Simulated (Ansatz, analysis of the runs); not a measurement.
# A defect in a wire: Ir wire along [110], 4 atoms a period, Pt in place of one Ir, part 3 of 3

Aim: how much does this defect scatter, and at which energies?

Ansatz 0.2.0; DFT PBE, plane waves, PAW; relaxation of a wire's period (the session's first sound run).

So far. Step 3 (The wire at its relaxed period): At the computed energy nearest the Fermi level there are 5 channels a spin, and the thermal average gives 5.18 G₀. Step 4 (Relaxing the junction): The largest force component on a free atom ends at 0.054 eV/Å, under the limit of 0.06. Pt ends nearest to Ir at 2.61 Å, Ir at 2.61 Å, Ir at 2.71 Å, Ir at 2.71 Å, Ir at 2.71 Å, Ir at 2.71 Å and Ir at 2.75 Å.

### 5. Transmission between the leads

This step: DFT PBE, plane waves, PAW; transmission of a junction in a wire (Ansatz 0.2.0).

The cell is now read as a scatterer between two semi-infinite leads, named by two sites one period apart. The scattering states in its self-consistent potential are matched to the leads' states at each energy. One point across is taken, as for a wire in vacuum.

Contents of input.yaml:

```yaml
crystal:
  lattice:
    - [10.67, 0.0, 0.0]
    - [0.0, 9.537, 0.0]
    - [0.0, 0.0, 23.2296107881]
  atoms:
    - { symbol: Ir, position: [0.322746706, 0.499973956, 0.0] }
    - { symbol: Ir, position: [0.677253294, 0.499973956, 0.0] }
    - { symbol: Ir, position: [0.5, 0.369503339, 0.055555556] }
    - { symbol: Ir, position: [0.5, 0.630444573, 0.055555556] }
    - { symbol: Ir, position: [0.322746706, 0.499973956, 0.111111111] }
    - { symbol: Ir, position: [0.677253294, 0.499973956, 0.111111111] }
    - { symbol: Ir, position: [0.5, 0.369503339, 0.166666667] }
    - { symbol: Ir, position: [0.5, 0.630444573, 0.166666667] }
    - { symbol: Ir, position: [0.322746706, 0.499973956, 0.222222222] }
    - { symbol: Ir, position: [0.677253294, 0.499973956, 0.222222222] }
    - { symbol: Ir, position: [0.5, 0.369503339, 0.277777778] }
    - { symbol: Ir, position: [0.5, 0.630444573, 0.277777778] }
    - { symbol: Ir, position: [0.3240117403, 0.5013730741, 0.333929854] }
    - { symbol: Ir, position: [0.6759882597, 0.5013730741, 0.333929854] }
    - { symbol: Ir, position: [0.5, 0.3706074202, 0.3891711007] }
    - { symbol: Ir, position: [0.5, 0.6341948414, 0.38851068] }
    - { symbol: Ir, position: [0.3259683478, 0.5025366656, 0.4449846259] }
    - { symbol: Ir, position: [0.6740316522, 0.5025366656, 0.4449846259] }
    - { symbol: Ir, position: [0.5, 0.3716018816, 0.5001451082] }
    - { symbol: Pt, position: [0.5, 0.6597708075, 0.500267845] }
    - { symbol: Ir, position: [0.3259429786, 0.5021399415, 0.5553995078] }
    - { symbol: Ir, position: [0.6740570214, 0.5021399415, 0.5553995078] }
    - { symbol: Ir, position: [0.5, 0.3700975107, 0.6110913502] }
    - { symbol: Ir, position: [0.5, 0.6331358518, 0.6119026512] }
    - { symbol: Ir, position: [0.322746706, 0.499973956, 0.666666667] }
    - { symbol: Ir, position: [0.677253294, 0.499973956, 0.666666667] }
    - { symbol: Ir, position: [0.5, 0.369503339, 0.722222222] }
    - { symbol: Ir, position: [0.5, 0.630444573, 0.722222222] }
    - { symbol: Ir, position: [0.322746706, 0.499973956, 0.777777778] }
    - { symbol: Ir, position: [0.677253294, 0.499973956, 0.777777778] }
    - { symbol: Ir, position: [0.5, 0.369503339, 0.833333333] }
    - { symbol: Ir, position: [0.5, 0.630444573, 0.833333333] }
    - { symbol: Ir, position: [0.322746706, 0.499973956, 0.888888889] }
    - { symbol: Ir, position: [0.677253294, 0.499973956, 0.888888889] }
    - { symbol: Ir, position: [0.5, 0.369503339, 0.944444444] }
    - { symbol: Ir, position: [0.5, 0.630444573, 0.944444444] }
kpoints:
  mp_grid: { grid: [1, 1, 4] }
scf:
  occupations: { method: fermi_dirac, width: 0.05 }
hamiltonian:
  xc: pbe
output:
  transmission:
    e_range: [-1.26, 1.26]
    de: 0.035
    kmesh: [1, 1]
    reduced_basis: true
    leads: [[32, 0]]
  dos: { projected: true, e_range: [-4, 3] }
  write_potential: true
  write_density: true
  volumetric_format: npy
  elf: true
basis:
  ecutwfc: "350 eV"
```

Started as:

```
> ansatz run input.yaml --threads 4 --pin off --max-ram 16384MiB --backend cpu --events-out ev --progress --plain --runs-dir out
```

Numbers of over 12 decimals in the logs are rounded to 6 here.

Log:

```text
[...]
Crystal: 36 atoms, lattice volume = 2363.840 Å³
Basis set: ecut = 350 eV, 35179 PW (Γ)
Bands: 368, of which v1, the nominal top of the filled ones, is band 307 counted from 1 (306 counted from 0)
Symmetry: 2 space group operations
[...]
k-points: 3 of 4 (time reversal used)
[...]
SCF iter   1: F=—  HF=-430191.035408 eV  |F-HF|=—  |Δ(HF+E_count)|=         —  Δρ=1.27e-2  dr2=1.32e1  ethr=1.77e-3  ⟨swp⟩=7.7  Hψ=4548  notcnv=0  defer=14
[...]
SCF iter  14: F=-430189.889887 eV  HF=-430189.889887 eV  |F-HF|=1.12e-8  |Δ(HF+E_count)|=   2.33e-9  Δρ=5.30e-7  dr2=1.40e-8  ethr=1.63e-11  ⟨swp⟩=12.3  Hψ=3076  notcnv=0
SCF 1 converged in 14 iterations: F = -430189.889887 eV  dr2 = 1.40e-8
[...]
transmission: 27 of 162 steps passed
transmission: 54 of 162 steps passed
[...]
transmission: 162 of 162 steps passed
WARN: The output density's exchange-correlation potential varies sharply where the density is thin. Do not read a vacuum level from v_tot or v_xc, or from such a field of the output density. On a cell that repeats whose density bears no net charge and no dipole along the vacuum's axis use v_es (v_loc + v_h of the components); under efield.dipole_correction with no amplitude use v_es + v_field, which holds any externa [...]
SCF converged after 14 iterations
Free energy (F): -430189.889887 eV
[...]
Internal energy: -430189.444046 eV  (E = F + TS)
E sigma→0 (E₀):  -430189.666966 eV
Entropy (-TS):   -0.445841 eV (-12.384 meV/atom)
Fermi energy:    1.557923 eV
[...]
--- Band table (eV) ---
  k-point 0: bands = [... 303 lower, 1.4417, 1.4972, 1.5193, 1.5561, 1.5689, 1.7330, 1.7346, 1.7408, ... 57 higher]
  k-point 1: bands = [... 303 lower, 1.4835, 1.4884, 1.5015, 1.5280, 1.5516, 1.6815, 1.6877, 1.7148, ... 57 higher]
  k-point 2: bands = [... 303 lower, 1.4591, 1.4659, 1.4770, 1.5460, 1.6756, 1.7063, 1.7128, 1.7128, ... 57 higher]
--- Transmission ---
  basis      : 745 plane waves across, 27 finite elements along
  points     : 1, standing for a mesh of 1 x 1
[...]
crystal 0  : Ir4, at the sites [32, 0], period 2.5811 Å, over 15.49 Å; its Hamiltonian steps by up to 9.0 meV
[...]
filled         : 2.7 meV over the level at which it is neutral
    channels       : 5.000000e0 a spin
[...]
junction   : crystal 0 to crystal 0, 1.94 to 22.58 Å
    transmission   : 4.866618e0 a spin
    error estimate : 1.201340e-3 a spin from the reduction of the transverse basis, at the most 1.799197e-2 at 0.735000 eV
    conductance    : 3.5713e14 S/m² at 300 K (3.2749e14 on every other energy)
    error estimate : 8.3 % from the energy spacing and 0.1 % from band edges of the leads and from resonances (wavevectors taken as independent; lower de), 0.2 % from the reduction of the transverse basis, 9.4 % from the steps of its leads' Hamiltonians or their offsets (lay more layers), 0.1 % from the distance to neutral
    resistance     : 2.7330e-4 Ω µm² beyond half of each lead's own
```

It took 8 min on 4 threads of Arm Neoverse V1, shared host; peak memory 6.6 GiB.

Numbers from this step:

```yaml
energy_at_zero_smearing: -430189.6670 eV
transmission_at_the_energy_nearest_the_fermi_level_one_spin: 4.867
step_of_the_lead_s_hamiltonian: 9 meV
conductance_of_the_junction: 4.690 G₀
```

The transmission, one spin by energy, zero at the Fermi level:

| energy (eV) | transmission, one spin |
| --- | --- |
| -1.26 | 5.28 |
| -1.19 | 5.16 |
| -1.08 | 6.07 |
| -1.01 | 5.78 |
| -0.91 | 3.22 |
| -0.84 | 2.80 |
| -0.73 | 2.62 |
| -0.67 | 2.98 |
| -0.56 | 1.96 |
| -0.49 | 2.15 |
| -0.39 | 3.98 |
| -0.32 | 4.55 |
| -0.21 | 4.65 |
| -0.14 | 4.02 |
| -0.07 | 5.41 |
| -0.04 | 3.91 |
| 0.00 | 4.87 |
| 0.04 | 4.88 |
| 0.14 | 4.62 |
| 0.21 | 6.05 |
| 0.28 | 7.70 |
| 0.32 | 6.54 |
| 0.39 | 5.43 |
| 0.49 | 8.21 |
| 0.56 | 8.14 |
| 0.67 | 7.54 |
| 0.73 | 6.54 |
| 0.77 | 7.46 |
| 0.84 | 7.37 |
| 0.91 | 6.90 |
| 1.01 | 5.88 |
| 1.08 | 5.73 |
| 1.19 | 5.58 |
| 1.26 | 4.82 |

Table of open channels of the lead, one spin by energy, zero at the Fermi level:

| energy (eV) | open channels of the lead, one spin |
| --- | --- |
| -1.26 | 6 |
| -1.19 | 6 |
| -1.08 | 7 |
| -1.01 | 7 |
| -0.91 | 5 |
| -0.84 | 5 |
| -0.73 | 4 |
| -0.67 | 4 |
| -0.56 | 3 |
| -0.49 | 4 |
| -0.39 | 5 |
| -0.32 | 5 |
| -0.21 | 5 |
| -0.14 | 5 |
| -0.04 | 5 |
| 0.00 | 5 |
| 0.04 | 5 |
| 0.14 | 5 |
| 0.21 | 8 |
| 0.32 | 9 |
| 0.39 | 7 |
| 0.49 | 9 |
| 0.56 | 9 |
| 0.67 | 8 |
| 0.73 | 7 |
| 0.84 | 8 |
| 0.91 | 8 |
| 1.01 | 7 |
| 1.08 | 6 |
| 1.19 | 6 |
| 1.26 | 5 |

Projected DOS an atom over height of the atomic layer and energy from the Fermi level.  broadened by a Gaussian of 0.15 eV, since few k-points sample the long cell.

Values in states/eV, 12 rows by 16 columns, each cell a mean:
```
0.65 0.60 0.63 0.60 0.60 0.63 0.60 0.70 0.55 0.69 0.62 0.62 0.61 0.60 0.64 0.59
1.06 1.06 1.08 1.07 1.07 1.09 1.08 1.19 0.96 1.17 1.08 1.09 1.08 1.07 1.08 1.06
2.12 2.34 2.18 2.26 2.28 2.19 2.31 1.90 1.55 1.97 2.27 2.21 2.23 2.29 2.14 2.38
1.43 1.36 1.41 1.38 1.39 1.38 1.52 1.70 1.80 1.66 1.49 1.40 1.40 1.35 1.43 1.34
1.53 1.51 1.54 1.54 1.50 1.52 1.47 1.53 1.99 1.52 1.47 1.51 1.50 1.54 1.54 1.51
1.54 1.64 1.55 1.59 1.60 1.59 1.64 1.87 1.89 1.85 1.65 1.61 1.58 1.61 1.54 1.65
2.01 1.28 1.76 1.51 1.52 1.73 1.28 2.10 1.18 1.95 1.41 1.66 1.64 1.40 1.87 1.16
2.23 1.36 1.98 1.67 1.64 1.90 1.28 1.89 1.24 1.79 1.45 1.77 1.80 1.53 2.13 1.21
1.26 1.13 1.19 1.17 1.17 1.13 1.14 1.04 1.18 1.05 1.14 1.10 1.19 1.13 1.21 1.10
0.87 0.67 0.79 0.75 0.74 0.82 0.67 0.83 0.79 0.82 0.70 0.78 0.76 0.72 0.82 0.64
1.59 1.38 1.55 1.47 1.49 1.64 1.45 1.51 2.03 1.51 1.51 1.60 1.52 1.43 1.60 1.34
1.47 1.94 1.59 1.75 1.77 1.67 1.81 1.59 2.16 1.61 1.72 1.70 1.64 1.83 1.49 2.03
```
Columns: height of the atomic layer (Å) from 0 to 21.9; rows upwards: energy from the Fermi level (eV) from -3.98 to 1.47.

Electrostatic potential energy in the cb plane at fractional x = 0.500, with atoms of Ir and Pt within 0.2 Å of it. With pseudopotentials it is smooth inside the atoms' cores, unlike the true potential.

Ten even steps from '0' (-73 eV) to '9' (7 eV), each cell a mean:
```
99999999999999999999999999999999999999999999
99999999999999999999999999999999999999999999
99999999999999999999999999999999999999999999
99999999999999999999999999999999999999999999
99999999999999999999999999999999999999999999
98999999899999889999987799999889999989999998
55789976578998656899731368986557998756799975
11378841126885102688400038862014887311488731
00158720015873000488400048851002785100278620
00268741026884102588742368862014786200378730
44689875468997546899987899986457898644789864
88899988889999888999999999998889999888899988
77899987678998767899876789987678998777899987
22478852237886313688632368873225887422588742
00168730015873000488400047851003785100278620
00268730015884001588510148851003786200378620
33589863347987434799743479974336898533689853
77899988789999878999988899998788999878899987
99999999999999999999999999999999999999999999
99999999999999999999999999999999999999999999
99999999999999999999999999999999999999999999
99999999999999999999999999999999999999999999
99999999999999999999999999999999999999999999
99999999999999999999999999999999999999999999
```
Columns run along c (16.0 Å, from fractional 0.16 to 0.84 of the cell; values clipped at the 3rd and 97th percentile), rows up along b (9.5 Å). Atoms in or near the plane, at fractional coordinates: Ir at (0.17, 0.37), Ir at (0.17, 0.63), Ir at (0.28, 0.37), Ir at (0.28, 0.63), Ir at (0.39, 0.37), Ir at (0.39, 0.63), Ir at (0.50, 0.37), Pt at (0.50, 0.66), Ir at (0.61, 0.37), Ir at (0.61, 0.63), Ir at (0.72, 0.37), Ir at (0.72, 0.63), Ir at (0.83, 0.37), Ir at (0.83, 0.63).

ELF in the cb plane at fractional x = 0.500, with atoms of Ir and Pt within 0.2 Å of it. It is the smooth field of the valence electrons, not physical close to the nuclei.

Ten even steps from '0' (0.00) to '9' (0.68), each cell a mean:
```
00000000000000000000000000000000000000000000
00000000000000000000000000000000000000000000
00011110001111000111111111110001111100111100
11123321112332111222222222221112332111233311
11245532124553222344444444432123554212345421
22356642235664323455456555553224675322356532
55556655555665666555689865556665665555556555
99865589996557999654699974569998556999855589
76965597697558859744699974469678556967955696
99954489896447989633478753359998445999844599
66533346753334665322344432235664333576433356
55432245543223454322233322234553223455422345
55432235543223454322356532234543223455432345
88743368884336898533599953348986334788633478
77964498696448969744796984469688446978954597
88965588796558979755797975579798556988955698
88756568875656888666589865657886565788656578
33456643345664333566556556653334665433456543
22356532224664222455545455542223564322356532
11234421123443111233333333321112443211244321
00122211012221101112222222211011222101122210
00001000000100000000000000000000010000001000
00000000000000000000000000000000000000000000
00000000000000000000000000000000000000000000
```
Columns run along c (16.0 Å, from fractional 0.16 to 0.84 of the cell), rows up along b (9.5 Å). Atoms in or near the plane, at fractional coordinates: Ir at (0.17, 0.37), Ir at (0.17, 0.63), Ir at (0.28, 0.37), Ir at (0.28, 0.63), Ir at (0.39, 0.37), Ir at (0.39, 0.63), Ir at (0.50, 0.37), Pt at (0.50, 0.66), Ir at (0.61, 0.37), Ir at (0.61, 0.63), Ir at (0.72, 0.37), Ir at (0.72, 0.63), Ir at (0.83, 0.37), Ir at (0.83, 0.63).

Valence density in the cb plane at fractional x = 0.500, with atoms of Ir and Pt within 0.2 Å of it. It is the smooth field of the valence electrons, not physical close to the nuclei.

Values in units of 1e0 e/Å³, 13 rows by 16 columns, each cell a mean:
```
0.0 0.0 0.0 0.0 0.0 0.0 0.0 0.0 0.0 0.0 0.0 0.0 0.0 0.0 0.0 0.0
0.0 0.0 0.0 0.0 0.0 0.0 0.0 0.0 0.0 0.0 0.0 0.0 0.0 0.0 0.0 0.0
0.1 0.1 0.1 0.1 0.1 0.1 0.1 0.2 0.2 0.1 0.1 0.1 0.1 0.1 0.1 0.1
1.8 0.4 1.2 1.2 0.4 2.0 0.6 2.0 4.1 0.4 1.7 1.0 0.5 1.8 0.4 1.2
7.7 1.2 5.2 5.2 1.2 7.8 2.1 3.8 7.7 0.8 6.6 3.8 2.2 7.7 1.2 5.2
4.0 0.6 2.7 2.7 0.6 3.7 1.0 0.9 1.6 0.4 3.2 1.8 1.1 4.0 0.6 2.7
0.8 0.3 0.6 0.6 0.3 0.8 0.4 0.4 0.7 0.3 0.7 0.5 0.4 0.8 0.3 0.6
5.9 0.9 3.9 3.9 0.9 6.0 1.6 2.8 5.3 0.7 5.1 2.7 1.6 5.9 0.9 3.9
6.6 1.0 4.4 4.4 1.0 6.5 1.8 2.9 5.6 0.7 5.7 3.0 1.8 6.6 1.0 4.4
0.7 0.2 0.5 0.5 0.2 0.7 0.3 0.4 0.7 0.2 0.6 0.4 0.3 0.7 0.2 0.5
0.0 0.0 0.0 0.0 0.0 0.0 0.0 0.0 0.0 0.0 0.0 0.0 0.0 0.0 0.0 0.0
0.0 0.0 0.0 0.0 0.0 0.0 0.0 0.0 0.0 0.0 0.0 0.0 0.0 0.0 0.0 0.0
0.0 0.0 0.0 0.0 0.0 0.0 0.0 0.0 0.0 0.0 0.0 0.0 0.0 0.0 0.0 0.0
```
Columns run along c (16.0 Å, from fractional 0.16 to 0.84 of the cell), rows up along b (9.5 Å). Atoms in or near the plane, at fractional coordinates: Ir at (0.17, 0.37), Ir at (0.17, 0.63), Ir at (0.28, 0.37), Ir at (0.28, 0.63), Ir at (0.39, 0.37), Ir at (0.39, 0.63), Ir at (0.50, 0.37), Pt at (0.50, 0.66), Ir at (0.61, 0.37), Ir at (0.61, 0.63), Ir at (0.72, 0.37), Ir at (0.72, 0.63), Ir at (0.83, 0.37), Ir at (0.83, 0.63).

By hand: the program gives 3.5713 × 10^14 S/m² over the cell's cross-section of 101.76 Å² = 1.018 × 10^-18 m², so one cell conducts 3.634 × 10^-4 S. Divided by G0 = 2e²/h = 7.748 × 10^-5 S this is 4.69 G0, a resistance of 2.75 kΩ.

The conductance is 4.69 G₀, with 5 channels a spin open in the lead. The lead's Hamiltonian steps by 9.0 meV, which the program lets pass, though it counts in the error estimate. The largest term of the program's error estimate is 9 %.

### 6. Conductance and thermopower from T(E)

This step: Landauer integrals over the computed T(E), interpolated linearly between its energies (analysis of the runs above).

Conductance and thermopower are moments of T(E) over the thermal window; sliding the window along E stands for a gate that leaves T(E) rigid.

This step gave:

* conductance at 300 K, interpolated from T(E): 4.709 G₀
* thermopower at 300 K: -2.760 μV/K
* Lorenz number over L0: 1.031

T(E) held rigid; rough near sharp steps of T(E). Conductance at 300 K against shift of the leads' level:

shift of the leads' level (eV), conductance at 300 K (G₀) and a bar from the least value:
```
   -0.900       3.22 #####
   -0.850       2.79 ###
   -0.800       2.69 ##
   -0.750       2.65 ##
   -0.700       2.81 ###
   -0.650       2.87 ###
   -0.600       2.65 ##
   -0.550       2.28 
   -0.500       2.31 
   -0.450       2.85 ###
   -0.400       3.61 #######
   -0.350       4.20 ##########
   -0.300       4.51 ###########
   -0.250       4.61 ############
   -0.200       4.57 ############
   -0.150       4.56 ############
   -0.100       4.80 #############
   -0.050       4.74 #############
    0.000       4.71 #############
    0.050       4.83 #############
    0.100       4.93 ##############
    0.150       5.32 ################
    0.200       5.94 ###################
    0.250       6.45 #####################
    0.300       6.57 ######################
    0.350       6.23 ####################
    0.400       6.79 #######################
    0.450       7.76 ############################
    0.500       8.10 ##############################
    0.550       8.07 ##############################
    0.600       7.83 #############################
    0.650       7.56 ###########################
    0.700       7.31 ##########################
    0.750       7.19 #########################
    0.800       7.31 ##########################
    0.850       7.24 ##########################
    0.900       6.92 ########################
```

T(E) held rigid; rough near sharp steps of T(E). The thermopower at 300 K by shift of the leads' level:

| shift of the leads' level (eV) | thermopower at 300 K (μV/K) |
| --- | --- |
| -0.900 | 31.6 |
| -0.800 | 5.19 |
| -0.750 | -3.61 |
| -0.650 | 3.65 |
| -0.550 | 11.6 |
| -0.450 | -34.0 |
| -0.400 | -27.5 |
| -0.300 | -6.60 |
| -0.200 | 1.26 |
| -0.150 | -3.79 |
| -0.050 | 3.29 |
| 0.050 | -3.12 |
| 0.150 | -14.9 |
| 0.200 | -13.1 |
| 0.300 | 3.46 |
| 0.400 | -18.6 |
| 0.450 | -11.8 |
| 0.550 | 2.25 |
| 0.650 | 4.67 |
| 0.750 | -0.451 |
| 0.800 | -0.453 |
| 0.900 | 8.31 |

The two levels move by half the bias each and T(E) is held rigid. Current from the zero-bias T(E) against bias:

| bias (V) | current from the zero-bias T(E) (μA) |
| --- | --- |
| 0.000 | 0 |
| 0.100 | 36.7 |
| 0.200 | 74.2 |
| 0.300 | 112 |
| 0.400 | 151 |
| 0.500 | 193 |
| 0.600 | 236 |
| 0.700 | 278 |
| 0.800 | 318 |
| 0.900 | 359 |
| 1.000 | 400 |
| 1.100 | 440 |
| 1.200 | 480 |
| 1.300 | 521 |
| 1.400 | 561 |
| 1.500 | 599 |
| 1.600 | 638 |
| 1.700 | 677 |
| 1.800 | 716 |
| 1.900 | 756 |

By hand, Mott's formula: S = −(π²k²T/3e) d ln T/dE, and π²k²T/3e = 7.33 μV/K × eV at 300 K. The computed T is 5.41 at -0.070 eV and 4.87 at +0.070 eV, so d ln T/dE ≈ -0.748 per eV and S ≈ 5.48 μV/K, against -2.76 from the integrals. The signs differ: ln T is not straight over the thermal window, so the sign is not firm.

The thermopower is -2.76 μV/K. The Lorenz ratio is 1.03, where the Wiedemann-Franz law gives 1. Moving the level by up to 0.1 eV either way gives -6.4 to 3.3 μV/K.

### 7. Outcome

| Property | Result |
| --- | --- |
| conductance of the perfect wire | 5.18 G₀ |
| conductance, Pt in place of one Ir | 4.69 G₀ |
| thermopower, Pt in place of one Ir | -2.76 μV/K |

In words: Summed over the computed window, 85 % of the lead's open channels pass the defect; the conductance at 300 K is 4.69 G₀. With Pt in place of one Ir, 90 % of the conductance of that run's own lead (5.20 G₀) is left, so it scatters little at the Fermi level. Transport is coherent and elastic here: the atoms are frozen, so scattering by vibrations plays no part. In the perfect wire the moments were started parallel, and no opposed start was run. Spin-orbit coupling is left out, which matters for the bands of heavy atoms. A junction with open d shells ran without spin, after the few moments seeded in its relaxation died away; moments on all d atoms were not tried. A cutoff under the files' recommended one was taken to save time; its effect on T(E) was not tested here. A cell with an odd number of electrons ran without spin; a level of the scatterer near the Fermi level could split if spin were allowed.

[Logs are printed without paths, hosts, clocks, repeated set-up lines and the standing remarks that a program may print on its own settings, such as how far it seeks lower states.]

[Hosts, paths, dates, database ids (printed as entryN), source tags and the programs' standing remarks are cut or masked in the printed files.]
